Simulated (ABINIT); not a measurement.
Runs of ABINIT 10.8.3 (patched build) on Ge. It takes space group Cmcm (No. 63, orthorhombic). Conventional cell: a = 2.976 Å, b = 5.189 Å, c = 4.728 Å, α = 90.00°, β = 90.00°, γ = 90.00°. Ge (site symmetry m2m) is surrounded by 12 Ge at 2.92 to 2.99 Å. This isn't the form of Ge at room conditions, which is diamond.

```csv
level,gap on the mesh (eV),pressure (GPa)
LDA,none,(a)
BLYP,none,11.5
PBEsol,none,0.8
AM05,none,0.1
```

Alike in all rows: task band structure; potentials or basis JTH PAW PBE v2.0; no spin polarisation; cell as given; k mesh 10 × 10 × 6; cutoff (eV) 707; smearing fermi-dirac 0.05 eV.

Q: Estimate the missing entries.

A: (a) -1.0.

Caveats: the PAW data sets were made with another functional, which shifts forces and pressure a little.

A k mesh can miss the band edges, and the runs leave out spin-orbit coupling on Ge.

A gap of «none» marks a metal or a gap under the smearing width.

Runs at the PBE level aren't shown here.
